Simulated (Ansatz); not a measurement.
The elements of this relaxed trial crystal are hidden behind letters.

```
lattice vectors (Å)
   3.2426    0.0000    0.0000
  -1.6213    2.8081    0.0000
   0.0000    0.0000   15.3949
fractional positions
X 0.0000 0.0000 0.0000
X 0.3333 0.6667 0.8267
X 0.6667 0.3333 0.6511
X 0.3333 0.6667 0.3489
X 0.6667 0.3333 0.1733
Z 0.0000 0.0000 0.5000
```

All numbers below come from DFT PBE, scalar-relativistic, plane waves, PAW (Ansatz). The final run on the 6-atom cell used 420 eV, a Γ-centred 12×12×4 mesh, 0.10 eV smearing and no spin polarisation.

- Space group: P-3m1 (No. 164)
- Conventional cell: a = 3.243 Å, c = 15.395 Å
- Volume per atom: 23.36 Å³
- Density: 2.98 g/cm³
- Energy over the elements: −0.04 eV/atom
- Gap on the 12×12×4 mesh of the 6-atom cell: 0 eV (a metal)

Energies are uncorrected and count from the elements' standard states at the same level.

Question: X is a d-block element of period 4 and Z is a p-block element of period 3. Which elements are they?

Answer: X = Sc, Z = Al, so the formula is Sc5Al. Density times volume gives a mean mass of 2.98 × 23.36/1.6605 = 41.9 u per atom, and this set has 42.0 u. Among the elements that the hints allow, noble gases aside, only these give it. Around Sc on a site of symmetry -3m lie 12 Sc at 3.24–3.26 Å; Sc on a site of symmetry 3m has 12 Sc at 3.24–3.29 Å; around Al lie 6 Sc at 2.99 Å and 6 Al at 3.24 Å; 1 more site not described.

A structure relaxed within its symmetry needn't be a true minimum. Another cell of Sc5Al relaxed alike, in P4/mmm, lies 86 meV/atom lower, so this cell isn't the stable form at this level.
